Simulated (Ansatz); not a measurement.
# SiC: the cost of one run

Program: Ansatz 0.2.0. Level of theory: DFT PBE, scalar-relativistic, plane waves, PAW. These are calculated values, not measurements.

3 further runs of the same task are left out: 3 set aside as unsound or not needed.

### Step 1. Starting point

The cell holds 32 atoms (C16GeSi15): a = 7.586 Å, b = 7.586 Å, c = 7.586 Å, α = 109.47°, β = 109.47°, γ = 109.47°.

The coordinates of this cell stand in the input of its own run.

The host was relaxed before at PBE: a = 4.380 Å, b = 4.380 Å, c = 4.380 Å, α = 90.00°, β = 90.00°, γ = 90.00° (conventional cell), 10.501 Å³/atom.

Places, in fractions of the supercell: Ge in place of Si at (0.000, 0.250, 0.000). The start keeps the symmetry of the ideal site.

### Step 2. Band edges of the host over the zone

Input file input.yaml:

```yaml
crystal:
  lattice:
    - [0.0, 2.1898629705, 2.1898629705]
    - [2.1898629705, 0.0, 2.1898629705]
    - [2.1898629705, 2.1898629705, 0.0]
  atoms:
    - { symbol: Si, position: [0.25, 0.25, 0.25] }
    - { symbol: C, position: [0.0, 0.0, 0.0] }
basis:
  ecutwfc: 420
  xc_grid: 2
kpoints:
  mp_grid: { grid: [10, 10, 10] }
  band_path: { path: [VBM, CBM], npoints: 2 }
hamiltonian:
  xc: pbe
scf:
  occupations: { method: gaussian, width: 0.02 }
output:
  forces: true
  stress: true
  eigenvalues: true
```

Run with:

```bash
$ ansatz run input.yaml --threads 8 --pin off --max-ram 16384MiB --backend cpu --events-out ev --progress --plain --runs-dir out
```

What time and memory should one allow on 8 threads of Arm Neoverse V1, shared host?

About 1 s, with a peak of 0.29 GiB.
